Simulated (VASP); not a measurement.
Ir: relaxation of cell and atoms with PBEsol

Ir:

```
Ir
1.0
     0.00000    1.91729    1.91729
     1.91729    0.00000    1.91729
     1.91729    1.91729    0.00000
Ir
1
Direct
  0.00000 0.00000 0.00000
```

```json
{
  "Program": "VASP 6.6.1",
  "Task": "relaxation of cell and atoms",
  "Functional": "PBEsol",
  "Potentials or basis": "VASP PAW PBE potentials, release 64 (Ir)",
  "Cutoff": "600 eV",
  "k mesh": "16 × 16 × 16",
  "Occupations": "methfessel-paxton, width 0.1 eV",
  "Spin": "no spin polarisation",
  "Further INCAR settings": "ALGO = Normal; EDIFF = 1e-07; IBRION = 2; EDIFFG = -0.005; NSW = 90; ISIF = 3"
}
```

```json
{
  "Pressure after relaxing": "0.0 GPa",
  "Band gap on the k mesh": "none (metal or under the smearing width)"
}
```

Final structure:
```cif
data_structure
_symmetry_space_group_name_H-M 'P 1'
_symmetry_Int_Tables_number 1
_cell_length_a 2.7115
_cell_length_b 2.7115
_cell_length_c 2.7115
_cell_angle_alpha 60.000
_cell_angle_beta 60.000
_cell_angle_gamma 60.000
_cell_volume 14.10
loop_
_atom_site_label
_atom_site_type_symbol
_atom_site_fract_x
_atom_site_fract_y
_atom_site_fract_z
_atom_site_occupancy
Ir1 Ir 0.00000 0.00000 0.00000 1
```

Levels at points of the mesh, in eV from the Fermi level:
```
           k point  band 1  band 2  band 3  band 4  band 5  band 6  band 7  band 8
(0.00, 0.00, 0.00)  -11.23   -3.92   -3.92   -3.92   -1.19   -1.19   14.31   19.91
(0.50, 0.00, 0.00)   -8.18   -4.02   -4.02   -0.83    0.92    0.92    7.27   13.84
(0.50, 0.50, 0.00)   -7.98   -7.40    0.90    1.50    1.50    1.65   10.52   11.68
```

Run time: 10 s on 1 thread of Intel(R) Xeon(R) 6975P-C (Granite Rapids), on a shared host, peak memory 0.16 GiB.

Caveat: the relaxation stopped at its first step, so nothing moved; the PAW data sets were made with another functional, which shifts forces and pressure a little. Spin-orbit coupling is left out, which matters for the levels of Ir.
